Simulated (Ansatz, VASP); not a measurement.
# One calculation of Na, two programs

File INCAR:

```
SYSTEM = Na
ALGO     = Normal         ! electronic algorithm
EDIFF    = 1E-6           ! SCF threshold, eV
ENCUT    = 520            ! plane-wave cutoff, eV
GGA      = PE             ! functional
ISIF     = 2              ! what is computed and relaxed
ISMEAR   = 0              ! smearing method
LASPH    = .True.         ! aspherical terms in the spheres
LCHARG   = .True.         ! write CHGCAR
LELF     = .True.         ! ELF
LREAL    = .False.        ! projectors in reciprocal space
LVHAR    = .True.       
LWAVE    = .False.        ! write WAVECAR
NBANDS   = 10             ! bands
NELM     = 60             ! most SCF steps
PREC     = Accurate       ! precision mode
SIGMA    = 0.1            ! smearing width, eV
```

The input KPOINTS:

```
k-points
0
Gamma
  6 6 6
  0 0 0
```

Contents of POSCAR:

```
Na
1.0
   -2.1040268000      2.1040268000      2.1040268000
    2.1040268000     -2.1040268000      2.1040268000
    2.1040268000      2.1040268000     -2.1040268000
Na
1
Direct
    0.0000000000      0.0000000000      0.0000000000
```

Input for Ansatz:

```yaml
crystal:
  lattice:
    - [-2.1040268, 2.1040268, 2.1040268]
    - [2.1040268, -2.1040268, 2.1040268]
    - [2.1040268, 2.1040268, -2.1040268]
  atoms:
    - { symbol: Na, position: [0.0, 0.0, 0.0] }
basis:
  ecutwfc: 420
kpoints:
  mp_grid: { grid: [6, 6, 6] }
hamiltonian:
  xc: pbe
scf:
  occupations: { method: gaussian, width: 0.1 }
output:
  forces: true
  stress: true
  eigenvalues: true
```

Alike in both runs: task single point; functional PBE; k mesh 6 × 6 × 6; occupations gaussian, width 0.1 eV; no spin polarisation.

|  | VASP | Ansatz |
| --- | --- | --- |
| version | VASP 6.6.1 | Ansatz 0.2.0 |
| potentials or method | VASP PAW PBE potentials, release 64 (Na_pv) | scalar-relativistic, plane waves, PAW |
| plane-wave cutoff (eV) | 520 | 420 |
| valence electrons in the cell | 7 | 9 |

```csv
,VASP,Ansatz,Ansatz less VASP
gap on the k mesh at the Fermi level (eV),none,none,-
pressure (GPa),0.0,0.0,+0.02
```

A gap of «none» marks a metal or a gap that the smearing closes. The two sets of potentials don't hold the same shells in valence.
